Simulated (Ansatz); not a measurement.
Write the native input for Ansatz 0.2.0 that does the following.

```yaml
Task: band structure
Functional: PBEsol
Potentials_or_basis: Ansatz PAW
Cutoff: "420 eV (not typed: the program's choice for these potentials)"
k_mesh: 9 × 9 × 5
Occupations: fermi-dirac, width 0.05 eV
Spin: no spin polarisation
Hubbard_terms: Cu d U = 5.3 eV
Path: "[[\"G\", \"M\", \"K\", \"G\", \"A\", \"L\", \"H\", \"A\"], [\"L\", \"M\"], [\"K\", \"H\"]]"
Points_for_each_segment_of_the_path: 14
Hubbard_projectors: ortho-atomic (the default)
Double_counting: fll (the default)
```

The system is CuO.

```xyz
4
Lattice="3.2880 0.0000 0.0000 -1.6440 2.8475 0.0000 0.0000 0.0000 5.3850" Properties=species:S:1:pos:R:3 pbc="T T T"
Cu    1.6440    0.9492    0.0000
Cu    0.0000    1.8983    2.6925
O     1.6440    0.9492    3.3667
O     0.0000    1.8983    0.6742
```

Measurements of this composition are mostly on another form, of space group No. 15.

One way to write it, as run:

input.yaml

```yaml
crystal:
  lattice:
    - [3.28802443, 0.0, 0.0]
    - [-1.64401221, 2.84751268, 0.0]
    - [0.0, 0.0, 5.38502486]
  atoms:
    - { symbol: Cu, position: [0.6666666667, 0.3333333333, 0.0] }
    - { symbol: Cu, position: [0.3333333333, 0.6666666667, 0.5] }
    - { symbol: O, position: [0.6666666667, 0.3333333333, 0.6252] }
    - { symbol: O, position: [0.3333333333, 0.6666666667, 0.1252] }
hamiltonian:
  xc: pbesol
  pseudopotentials: { kind: paw }
  hubbard: { sites: [{ species: Cu, l: d, u_eff: 5.3 }] }
kpoints:
  mp_grid: { grid: [9, 9, 5] }
  band_path:
    path:
      - [[0.0, 0.0, 0.0], [0.5, 0.0, 0.0], [0.3333333333, 0.3333333333, 0.0], [0.0, 0.0, 0.0], [0.0, 0.0, 0.5], [0.5, 0.0, 0.5], [0.3333333333, 0.3333333333, 0.5], [0.0, 0.0, 0.5]]
      - [[0.5, 0.0, 0.5], [0.5, 0.0, 0.0]]
      - [[0.3333333333, 0.3333333333, 0.0], [0.3333333333, 0.3333333333, 0.5]]
    npoints: 14
scf:
  occupations: { method: fermi_dirac, width: 0.05 }
  n_extra_bands: 10
output:
  forces: true
  stress: true
  eigenvalues: true
  fatbands: false
```

Potentials or basis: Ansatz PAW.

Launch:

```sh
$ ansatz run input.yaml --threads 2 --pin off --max-ram 5632MiB --backend cpu --events-out ev --progress --plain --runs-dir out
```

Results of the run:

```yaml
Pressure: -12.2 GPa
Largest_force: 0.065 eV/Å
Band_gap_on_the_k_mesh: none (metal or under the smearing width)
```

Caveat: the pressure holds a Pulay correction of +0.6 GPa for the finite cutoff; the run has no spin polarisation, though such a crystal can be magnetic; U without spin polarisation on a metal has little footing; the PAW data sets come from PBE, with cores solved anew for the run's functional, which leaves a small shift of forces and pressure.

Run time: 10 s on 2 threads of Arm Neoverse V1, on a shared host, peak memory 0.42 GiB.
